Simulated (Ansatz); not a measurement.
Ideal shear of a crystal plane in Te2Mo

Level of theory: DFT PBE, scalar-relativistic, plane waves, PAW in Ansatz 0.2.0. Cutoff 420 eV, Γ-centred 9×9×2 k-points, Gaussian smearing of 0.05 eV. No spin polarisation. Energies are free energies at this smearing, counted from the undisturbed cell; pressure is positive in compression.

The starting cell (relaxed at this level):

```
CELL_PARAMETERS angstrom
-1.77853 -3.08051 0.00000
1.77853 -3.08051 0.00000
0.00000 0.00000 15.20472
ATOMIC_POSITIONS crystal
Te 0.66667 0.66667 0.13109
Te 0.33333 0.33333 0.63109
Te 0.66667 0.66667 0.36891
Te 0.33333 0.33333 0.86891
Mo 0.66667 0.66667 0.75000
Mo 0.33333 0.33333 0.25000
```

The cell holds layers and no dispersion correction was added, so their binding is poorly described.

The cut lies on the cell's a–b face, a (0 0 1) plane (indices in the standard cell, whose axes needn't be the Cartesian ones shown) of area 10.96 Å², between layers 3.99 Å apart. Vector c is tilted by f times 1·a + 0·b (length 3.557 Å) with the atoms' Cartesian places fixed: one unrelaxed fault a cell. The traction is dγ/du, the slope of γ against the slip u in Å. Some rows repeat others by symmetry and weren't run.

```csv
f,γ (mJ/m²),traction (GPa)
0.0000,0,0.0
0.1000,4,0.2
0.2000,14,0.4
0.3000,27,0.4
0.4000,38,0.2
0.5000,42,0.0
0.6000,38,-0.2
0.7000,27,-0.4
0.8000,14,-0.4
0.9000,4,-0.2
```

Q: Read off the first barrier and the stress needed to climb it, and compare with Frenkel's sinusoid.

A: The first sampled maximum lies at f = 0.500, a slip of 1.78 Å, with γ ≈ 42 mJ/m², which stands in for the unstable fault energy γ_us, and the steepest sampled slope before it is 0.4 GPa. A sinusoid γ = γ_us sin²(πu/λ) with its maximum there has λ = 3.56 Å and a largest slope πγ_us/λ = 0.4 GPa (1 mJ/m² per Å = 0.01 GPa). The stand-in is too high: the stress and forces give a traction of 0.4 GPa across the line at this point, so it is no saddle, and slip that bends off the line crosses lower.

Q: Is there a metastable fault on this line?

A: Apart from points where γ returns to about zero, no local minimum shows among the samples, so at this sampling the line offers no fault for a dislocation to split on; a fault can still lie off the line.

The cut is rigid; relaxing the faces lowers these energies and usually the stresses.

Cost: 6 runs of about 3.8 core-minutes in all, on Arm Neoverse V2 (shared hosts).